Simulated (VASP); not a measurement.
# NaCl (Fm-3m) in VASP: a series of runs

One crystal, NaCl, is run at these levels: PBEsol; tasks: relaxation of cell and atoms.

All numbers are computed with VASP 6.6.1; they aren't measurements. Logs are shortened: lines on timing, memory, paths and dates and some standing lists are left out, and cuts for length are marked.

## Step 1: The structure

Symmetry: Fm-3m, No. 225, cubic system. The conventional cell has a = 5.610 Å, b = 5.610 Å, c = 5.610 Å, α = 90.00°, β = 90.00°, γ = 90.00°. Around Na (site symmetry m-3m) lie 6 Cl at 2.81 Å. Cl (site symmetry m-3m) is surrounded by 6 Na at 2.81 Å.

## Step 2: Relaxation of cell and atoms, PBEsol

File INCAR:

```
PREC = Accurate ; ENCUT = 600
EDIFF = 1E-7 ; ISMEAR = 0
SIGMA = 0.03 ; LREAL = F
LASPH = T ; NELM = 80
ALGO = Normal ; ISIF = 3
LWAVE = F ; LCHARG = F
GGA = PS ; IBRION = 2
NSW = 90 ; EDIFFG = -0.005
```

File KPOINTS:

```
Automatic mesh
0
Gamma
  8 8 8
```

File POSCAR:

```
NaCl                                    
1.0
    0.0000000000      2.8051740243      2.8051740243
    2.8051740243      0.0000000000      2.8051740243
    2.8051740243      2.8051740243     -0.0000000000
  Na              Cl            
     1     1
Direct
     0.0000000000000000    0.0000000000000000    0.0000000000000000
     0.5000000000000000    0.5000000000000000    0.5000000000000000
```

Potentials or basis: VASP PAW PBE potentials, release 64 (Na_pv, Cl).

Command:

```sh
cat potpaw_PBE.64/Na_pv/POTCAR potpaw_PBE.64/Cl/POTCAR > POTCAR
mpirun -np 1 vasp_std > vasp.out
```

OUTCAR:

```text
PREC = Accurate
   ENCUT = 600
   EDIFF = 1E-7
   ISMEAR = 0
   LREAL = F
   LASPH = T
   NELM = 80
   ISIF = 3
   GGA = PS
   IBRION = 2
   NSW = 90
   EDIFFG = -0.005

 ion  position               nearest neighbor table
   1  0.000  0.000  0.000-
   2  0.500  0.500  0.500-

  LATTYP: Found a face centered cubic cell.
 ALAT       =     5.6103480486

  Lattice vectors:

 A1 = (   0.0000000000,   2.8051740243,   2.8051740243)
 A2 = (   2.8051740243,   0.0000000000,   2.8051740243)
 A3 = (   2.8051740243,   2.8051740243,   0.0000000000)

Analysis of symmetry for initial positions (statically):
=====================================================================
 Subroutine PRICEL returns:
 Original cell was already a primitive cell.

 Routine SETGRP: Setting up the symmetry group for a
 face centered cubic supercell.

 Subroutine GETGRP returns: Found 48 space group operations
 (whereof 48 operations were pure point group operations)
 out of a pool of 48 trial point group operations.

The static configuration has the point symmetry O_h .

Analysis of symmetry for dynamics (positions and initial velocities):
=====================================================================
 Subroutine PRICEL returns:
 Original cell was already a primitive cell.

 Routine SETGRP: Setting up the symmetry group for a
 face centered cubic supercell.

 Subroutine GETGRP returns: Found 48 space group operations
 (whereof 48 operations were pure point group operations)
 out of a pool of 48 trial point group operations.

The dynamic configuration has the point symmetry O_h .

 Subroutine INISYM returns: Found 48 space group operations
 (whereof 48 operations are pure point group operations),
 and found     1 'primitive' translations

----------------------------------------------------------------------------------------

                                     Primitive cell

  volume of cell :      44.1478

  direct lattice vectors                    reciprocal lattice vectors
     0.000000000  2.805174024  2.805174024    -0.178242061  0.178242061  0.178242061
     2.805174024  0.000000000  2.805174024     0.178242061 -0.178242061  0.178242061
     2.805174024  2.805174024  0.000000000     0.178242061  0.178242061 -0.178242061

  length of vectors
     3.967115150  3.967115150  3.967115150     0.308724306  0.308724306  0.308724306

  position of ions in fractional coordinates (direct lattice)
     0.000000000  0.000000000  0.000000000
     0.500000000  0.500000000  0.500000000

  ion indices of the primitive-cell ions
   primitive index   ion index
                 1           1
                 2           2

----------------------------------------------------------------------------------------

 KPOINTS: Automatic mesh

Automatic generation of k-mesh.
 Grid dimensions read from file:
 generate k-points for:    8    8    8

 Generating k-lattice:

  Cartesian coordinates                     Fractional coordinates (reciprocal lattice)
    -0.022280258  0.022280258  0.022280258     0.125000000  0.000000000  0.000000000
     0.022280258 -0.022280258  0.022280258     0.000000000  0.125000000  0.000000000
     0.022280258  0.022280258 -0.022280258     0.000000000  0.000000000  0.125000000

  Length of vectors
     0.038590538  0.038590538  0.038590538

  Shift w.r.t. Gamma in fractional coordinates (k-lattice)
     0.000000000  0.000000000  0.000000000

[... 56 lines left out ...]
   ISIF   =      3    stress and relaxation
   ISYM   =      2    0-nonsym 1-usesym 2-fastsym
   POTIM  = 0.5000    time-step for ionic-motion
   TEBEG  =    0.0;   TEEND  =   0.0 temperature during run
   PSTRESS=    0.0 pullay stress
   NELECT =      14.0000    total number of electrons
   NUPDOWN=      -1.0000    fix difference up-down
   EMIN   =  10.00;   EMAX   =-10.00  energy-range for DOS
   EFERMI =   0.00;   METHOD = LEGACY
   ISMEAR =     0;   SIGMA  =   0.03  broadening in eV -4-tet -1-fermi 0-gaus
   EFERMI_NEDOS =   21; number of points for ismear=-14 and -15
   IALGO  =     38    algorithm
   IMIX   =      4    mixing-type and parameters
     AMIX     =   0.40;   BMIX     =  1.00
     AMIX_MAG =   1.60;   BMIX_MAG =  1.00
  volume/ion in A,a.u.               =      22.07       148.96
  Fermi-wavevector in a.u.,A,eV,Ry     =   1.116386  2.109664 16.957181  1.246318
  Thomas-Fermi vector in A             =   2.252999
   LORBIT       =      0    0 simple, 1 ext, 2 COOP (PROOUT), +10 PAW based schemes
   GGA     = PS    functional components
   LHFCALC =     F    Hartree Fock is set to
   AEXX    =    0.0000 exact exchange contribution
   IVDW    =     0    specifies the selected vdW correction
   LEPSILON=     F    determine dielectric tensor
   LRPA    =     F    only Hartree local field effects (RPA)
 conjugate gradient relaxation of ions
 non-spin polarized calculation
 Gauss-broadening in eV      SIGMA  =   0.03
  energy-cutoff  :      600.00
  volume of cell :       44.15
 maximum number of plane-waves:      1483
   NGX = 15   NGY = 15   NGZ = 15

--------------------------------------- Ionic step        1  -------------------------------------------

 number of electron      14.0000009 magnetization

 Free energy of the ion-electron system (eV)
  ---------------------------------------------------
  ext. energy  EPLUGINS =         0.00000000
  ---------------------------------------------------
  free energy    TOTEN  =        -6.99864180 eV

  energy without entropy =       -6.99864180  energy(sigma->0) =       -6.99864180

------------------------ aborting loop because EDIFF is reached ----------------------------------------

  FORCE on cell =-STRESS in cart. coord.  units (eV):
  Direction    XX          YY          ZZ          XY          YZ          ZX
  --------------------------------------------------------------------------------------
  -------------------------------------------------------------------------------------
  Total       -0.0193687     -0.0193687     -0.0193687      0.0000000      0.0000000     -0.0000000
  in kB       -0.7029130     -0.7029130     -0.7029130      0.0000000      0.0000000     -0.0000000
  external PRESSURE =      -0.7029130 kB  Pullay stress =       0.0000000 kB

 VOLUME and BASIS-vectors are now :
 -----------------------------------------------------------------------------
  energy-cutoff  :      600.00
  volume of cell :       44.15
      direct lattice vectors                 reciprocal lattice vectors
     0.000000000  2.805174024  2.805174024    -0.178242061  0.178242061  0.178242061
     2.805174024  0.000000000  2.805174024     0.178242061 -0.178242061  0.178242061
     2.805174024  2.805174024  0.000000000     0.178242061  0.178242061 -0.178242061

 POSITION                                       TOTAL-FORCE (eV/Angst)
 -----------------------------------------------------------------------------------
      0.00000      0.00000      0.00000         0.000000      0.000000      0.000000
      2.80517      2.80517      2.80517        -0.000000     -0.000000     -0.000000
 -----------------------------------------------------------------------------------
    total drift:                                0.000000     -0.000000     -0.000000

  FREE ENERGIE OF THE ION-ELECTRON SYSTEM (eV)
  ---------------------------------------------------
  free  energy   TOTEN  =        -6.9986418018 eV

  energy  without entropy=       -6.9986418018  energy(sigma->0) =       -6.99864180

--------------------------------------- Ionic step        2  -------------------------------------------

 number of electron      14.0000009 magnetization

 Free energy of the ion-electron system (eV)
  ---------------------------------------------------
  ext. energy  EPLUGINS =         0.00000000
  ---------------------------------------------------
  free energy    TOTEN  =        -6.99866264 eV

  energy without entropy =       -6.99866264  energy(sigma->0) =       -6.99866264

 E-fermi :  -0.4930     XC(G=0):  -8.4093

 val. band max:       -0.6850443652   @ k =   0.0000   0.0000   0.0000
 cond. band min:       4.3106895103   @ k =   0.0000   0.0000   0.0000
 fundamental gap:      4.9957338755
 Fermi energy:        -0.4929667917

 k-point     1 :       0.0000    0.0000    0.0000
  band No.  band energies     occupation
      1     -21.3042      2.00000
      2     -21.3042      2.00000
      3     -21.3042      2.00000
      4     -13.3689      2.00000
      5      -0.6850      2.00000
      6      -0.6850      2.00000
      7      -0.6850      2.00000
      8       4.3107      0.00000
      9      10.3292      0.00000
     10      10.3292      0.00000
     11      10.3292      0.00000
[... 309 lines left out ...]
 k-point    24 :      -0.3750    0.2500    0.1250
  band No.  band energies     occupation
      1     -21.3308      2.00000
      2     -21.3133      2.00000
      3     -21.3091      2.00000
      4     -12.9708      2.00000
      5      -2.4240      2.00000
      6      -1.4925      2.00000
      7      -1.1195      2.00000
      8       7.5050      0.00000
      9       8.8445      0.00000
     10       9.4804      0.00000
     11      11.0015      0.00000

 [... further k-points ...]

------------------------ aborting loop because EDIFF is reached ----------------------------------------

  FORCE on cell =-STRESS in cart. coord.  units (eV):
  Direction    XX          YY          ZZ          XY          YZ          ZX
  --------------------------------------------------------------------------------------
  -------------------------------------------------------------------------------------
  Total       -0.0073987     -0.0073987     -0.0073987     -0.0000000     -0.0000000     -0.0000000
  in kB       -0.2688844     -0.2688844     -0.2688844     -0.0000000     -0.0000000     -0.0000000
  external PRESSURE =      -0.2688844 kB  Pullay stress =       0.0000000 kB

 VOLUME and BASIS-vectors are now :
 -----------------------------------------------------------------------------
  energy-cutoff  :      600.00
  volume of cell :       44.09
      direct lattice vectors                 reciprocal lattice vectors
    -0.000000000  2.803863451  2.803863451    -0.178325375  0.178325375  0.178325375
     2.803863451 -0.000000000  2.803863451     0.178325375 -0.178325375  0.178325375
     2.803863451  2.803863451 -0.000000000     0.178325375  0.178325375 -0.178325375

 POSITION                                       TOTAL-FORCE (eV/Angst)
 -----------------------------------------------------------------------------------
      0.00000      0.00000      0.00000         0.000000     -0.000000      0.000000
      2.80386      2.80386      2.80386        -0.000000      0.000000     -0.000000
 -----------------------------------------------------------------------------------
    total drift:                                0.000000     -0.000000     -0.000000

  FREE ENERGIE OF THE ION-ELECTRON SYSTEM (eV)
  ---------------------------------------------------
  free  energy   TOTEN  =        -6.9986626353 eV

  energy  without entropy=       -6.9986626353  energy(sigma->0) =       -6.99866264

 reached required accuracy - stopping structural energy minimisation
```

It took 8 s on 1 thread of Intel Xeon 6975P-C (Granite Rapids), shared host; peak memory 0.17 GiB.

Results:

```yaml
Free_energy: -6.9987 eV
Relaxed_volume: 22.04 Å³/atom
Relaxed_cell: a = 3.965 Å, b = 3.965 Å, c = 3.965 Å, α = 60.00°, β = 60.00°, γ = 60.00°
Space_group_after_relaxing_to_0.05_Å: Fm-3m (No. 225)
Energy_gained_by_relaxing: 0.0 meV/atom
Ionic_steps: 2
Pressure_after_relaxing: 0.0 GPa
Band_gap_on_the_k_mesh: 5.00 eV, direct
```

Final structure:
```yaml
crystal:
  lattice:
    - [0.00000, 2.80386, 2.80386]
    - [2.80386, 0.00000, 2.80386]
    - [2.80386, 2.80386, 0.00000]
  atoms:
    - { symbol: Na, position: [0.00000, 0.00000, 0.00000] }
    - { symbol: Cl, position: [0.50000, 0.50000, 0.50000] }
```

Levels at points of the mesh, in eV from the valence-band top:
| k point | band 3 | band 4 | band 5 | band 6 | band 7 | band 8 | band 9 | band 10 | band 11 |
| --- | --- | --- | --- | --- | --- | --- | --- | --- | --- |
| (0.00, 0.00, 0.00) | -20.62 | -12.68 | 0.00 | 0.00 | 0.00 | 5.00 | 11.01 | 11.01 | 11.01 |
| (0.50, 0.00, 0.00) | -20.62 | -12.32 | -2.02 | -0.28 | -0.28 | 7.11 | 10.64 | 10.90 | 10.90 |
| (0.50, 0.50, 0.00) | -20.63 | -12.27 | -1.75 | -0.63 | -0.63 | 7.48 | 7.88 | 11.25 | 14.77 |

Caveat: the PAW data sets were made with another functional, which shifts forces and pressure a little.

## Step 3: Relaxation of cell and atoms, PBEsol, target pressure 6.66 GPa, at which the enthalpy is minimised

This run uses another cell than the first one, of 22.19 Å³/atom, 1.005 times its volume.

File INCAR:

```
SYSTEM = NaCl
PREC = Accurate ; ENCUT = 600
EDIFF = 1E-6 ; ISMEAR = 0
SIGMA = 0.03 ; LREAL = .False.
LASPH = .True. ; NELM = 80
ALGO = Normal ; ISIF = 3
LWAVE = .False. ; LCHARG = .False.
GGA = PS ; IBRION = 2
NSW = 90 ; EDIFFG = -0.01
PSTRESS = 66.6
```

File KPOINTS:

```
Automatic mesh
0
Gamma
  8 8 8
  0 0 0
```

File POSCAR:

```
NaCl
1.0
    0.0000000000      2.8100000000      2.8100000000
    2.8100000000      0.0000000000      2.8100000000
    2.8100000000      2.8100000000      0.0000000000
Na Cl
1 1
Direct
    0.0000000000      0.0000000000      0.0000000000
    0.5000000000      0.5000000000      0.5000000000
```

Potentials or basis: VASP PAW PBE potentials, release 64 (Na_pv, Cl).

Command:

```sh
cat potpaw_PBE.64/Na_pv/POTCAR potpaw_PBE.64/Cl/POTCAR > POTCAR
mpirun -np 1 vasp_std > vasp.out
```

Wall time 33 s (1 thread of Intel Xeon Platinum 8488C (Sapphire Rapids), shared host); peak memory 0.17 GiB.

Results (log left out):

```yaml
Free_energy: -6.8773 eV
Relaxed_volume: 18.56 Å³/atom
Relaxed_cell: a = 3.744 Å, b = 3.744 Å, c = 3.744 Å, α = 60.00°, β = 60.00°, γ = 60.00°
Space_group_after_relaxing_to_0.05_Å: Fm-3m (No. 225)
Energy_change_on_relaxing_the_enthalpy_is_what_falls: +60.6 meV/atom
Ionic_steps: 5
Pressure_after_relaxing: 6.6 GPa
Band_gap_on_the_k_mesh: 5.73 eV, direct
```

The path:
| step | energy change (eV) | largest force (eV/Å) | pressure (GPa) | volume (Å³) |
| --- | --- | --- | --- | --- |
| 1 | 0.0000 | 0.0000 | -0.19 | 44.38 |
| 2 | 0.0705 | 0.0000 | 4.70 | 38.55 |
| 3 | 0.1179 | 0.0000 | 6.47 | 37.19 |
| 4 | 0.1237 | 0.0000 | 6.75 | 37.05 |
| 5 | 0.1212 | 0.0000 | 6.61 | 37.11 |

Final structure:
```
CELL_PARAMETERS angstrom
0.00000 2.64744 2.64744
2.64744 0.00000 2.64744
2.64744 2.64744 0.00000
ATOMIC_POSITIONS crystal
Na 0.00000 0.00000 0.00000
Cl 0.50000 0.50000 0.50000
```

Levels at points of the mesh, in eV from the valence-band top:
| k point | band 4 | band 5 | band 6 | band 7 | band 8 | band 9 | band 10 | band 11 |
| --- | --- | --- | --- | --- | --- | --- | --- | --- |
| (0.00, 0.00, 0.00) | -13.17 | 0.00 | 0.00 | 0.00 | 5.73 | 11.12 | 11.12 | 11.12 |
| (0.50, 0.00, 0.00) | -12.56 | -2.64 | -0.40 | -0.40 | 7.36 | 11.28 | 11.28 | 12.10 |
| (0.50, 0.50, 0.00) | -12.51 | -2.28 | -0.82 | -0.82 | 7.63 | 7.94 | 12.55 | 15.92 |

Caveat: the cell is relaxed towards a set pressure, so the enthalpy falls and the energy may rise; the volume moved by over 15 % at a fixed basis, so the end points are rough; the PAW data sets were made with another functional, which shifts forces and pressure a little. PBEsol gaps usually lie below the measured ones, often by a third to a half.
